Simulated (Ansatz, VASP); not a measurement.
## Ca: VASP beside Ansatz

File INCAR:

```
PREC = Accurate
ENCUT = 520
EDIFF = 1E-7
ISMEAR = -1
SIGMA = 0.05
LREAL = False
LASPH = True
NELM = 80
ALGO = Normal
ISIF = 2
LWAVE = False
LCHARG = False
GGA = PE
NBANDS = 17
```

Contents of KPOINTS:

```
regular mesh
0
Gamma
  8 8 4
```

The input POSCAR:

```
Ca
1.0
    3.8987527127      0.0000000000      0.0000000000
   -1.9493763563      3.3764188923      0.0000000000
    0.0000000000      0.0000000000      6.3869014288
Ca
2
Direct
    0.6666666667      0.3333333333      0.7500000000
    0.3333333333      0.6666666667      0.2500000000
```

File input.yaml:

```yaml
crystal:
  lattice:
    - [3.8987527127, 0.0, 0.0]
    - [-1.9493763563, 3.3764188923, 0.0]
    - [0.0, 0.0, 6.3869014288]
  atoms:
    - { symbol: Ca, position: [0.6666666667, 0.3333333333, 0.75] }
    - { symbol: Ca, position: [0.3333333333, 0.6666666667, 0.25] }
hamiltonian:
  xc: pbe
  pseudopotentials: { kind: paw }
kpoints:
  mp_grid: { grid: [8, 8, 4] }
scf:
  occupations: { method: fermi_dirac, width: 0.05 }
output:
  forces: true
  stress: true
  eigenvalues: true
```

Change from the starting cell: volume scaled by 0.94.

Alike in both runs: task single point; functional PBE; k mesh 8 × 8 × 4; occupations fermi-dirac, width 0.05 eV; no spin polarisation.

|  | VASP | Ansatz |
| --- | --- | --- |
| version | VASP 6.6.1 | Ansatz 0.2.0 |
| potentials or method | VASP PAW PBE potentials, release 64 (Ca_sv) | Ansatz PAW |
| plane-wave cutoff (eV) | 520 | 420 |
| valence electrons in the cell | 20 | 20 |

VASP gave:

```
gap on the k mesh at the Fermi level (eV)       : none
pressure (GPa)                                  : 0.2
largest component of the traceless stress (GPa) : 0.27
```

**Question.** What did Ansatz give for the same quantities?

**Answer.** gap on the k mesh at the Fermi level (eV): none; pressure (GPa): 0.2; largest component of the traceless stress (GPa): 0.26.

A gap of «none» marks a metal or a gap that the smearing closes.
